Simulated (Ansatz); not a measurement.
**MnO (R-3m): equation of state**

One table from this session's results is given with a row withheld; the runs are named, their logs left out.

Computed with Ansatz 0.2.0 (DFT PBE+U (U_eff = 3.9 eV on Mn 3d), scalar-relativistic, plane waves, PAW, unless a step's input says otherwise).

## The structure to begin with

It takes space group R-3m (No. 166, trigonal). The conventional cell has a = 3.209 Å, b = 3.209 Å, c = 7.711 Å, α = 90.00°, β = 90.00°, γ = 120.00°. Mn (site symmetry -3m) has 6 O at 2.25 Å as nearest neighbours. Around O (site symmetry -3m) lie 6 Mn at 2.25 Å.

Structure file:

```
Mn O
1.0
    -2.21165   -2.21165    4.48093
    -4.48093   -2.21165    2.21165
    -2.21165   -4.48093    2.21165
Mn O
2 2
Direct
  0.00000 0.00000 0.00000
  0.50000 0.50000 0.50000
  0.25000 0.25000 0.25000
  0.75000 0.75000 0.75000
```

This cell comes from an earlier session at PBE+U (U_eff = 3.9 eV on Mn 3d): 11.463 Å³/atom at 0.00 GPa, on a 8×8×8 mesh. The large moments point both ways and cancel.

Volume factors to run: 0.980, 1.020, 0.960, 1.040.

Set-up of the first run:

input.yaml

```yaml
crystal:
  lattice:
    - [-2.1968038543, -2.1968038543, 4.4508545345]
    - [-4.4508545345, -2.1968038543, 2.1968038543]
    - [-2.1968038543, -4.4508545345, 2.1968038543]
  atoms:
    - { symbol: Mn, position: [0.0, 0.0, 0.0], spin: 4.7 }
    - { symbol: O, position: [1.2499999997, -0.7500000003, -0.7500000003] }
    - { symbol: Mn, position: [0.5, 0.5, 0.5], spin: -4.7 }
    - { symbol: O, position: [1.7500000003, -0.2499999997, -0.2499999997] }
basis:
  ecutwfc: 420
  ecutrho_ratio: 4
kpoints:
  mp_grid: { grid: [8, 8, 8] }
hamiltonian:
  xc: pbe
  hubbard:
    sites:
      - { species: Mn, l: d, u_eff: 3.9, starting_ns: start.occupation_matrices }
    ns_hold: { iters: 6 }
scf:
  occupations: { method: gaussian, width: 0.05 }
  lower_state_search: "off"
output:
  forces: true
  stress: true
  eigenvalues: true
  populations: true
magnetization:
  spin_polarized: true
relax:
  f_tol: 0.01
  max_steps: 40
  cell: { stress_tol: 0.1, fix: [volume] }
```

The open shells start from the occupation matrices of the run at the neighbouring geometry (file start.occupation_matrices).

Command:

```
$ ansatz run input.yaml --threads 2 --pin off --max-ram 5120MiB --backend cpu --events-out ev --progress --plain --runs-dir out
```

Among the steps run: At 0.980 of the relaxed volume; Volume × 1.020; Scaling the volume by 0.960; Volume × 1.040.

One table of the session follows, with a row left open; its other results are not shown here.

It belongs to the step «Energy and pressure against volume». 

| volume (Å³/atom) | energy (meV/atom) | pressure (GPa) | gap (eV) | moment of atom 1 (μB) |
| --- | --- | --- | --- | --- |
| 11.005 | 8.56 | 6.19 | 1.75 | 4.24 |
| 11.234 | 2.05 | 2.93 | 1.67 | 4.25 |
| 11.463 | 0.00 | 0.00 | 1.59 | 4.27 |
| 11.693 | ? | ? | ? | ? |
| 11.922 | 7.43 | -5.03 | 1.45 | 4.31 |

Estimate the missing values for volume (Å³/atom) = 11.693.

Worked estimate for «energy (meV/atom)». A straight line through the neighbours (11.463, 0.00) and (11.922, 7.43) gives 0.00 + (7.43 − 0.00) × (11.693 − 11.463) / (11.922 − 11.463) = 3.72; a parabola fitted to 3 rows on both sides gives 1.80.

As computed: energy (meV/atom): 1.93; pressure (GPa): -2.64; gap (eV): 1.52; moment of atom 1 (μB): 4.29. In «energy (meV/atom)» the line misses by +1.79 and the parabola by -0.13.

Limits of these values: Warnings in the runs' records: anti translation declined, stability check not made.
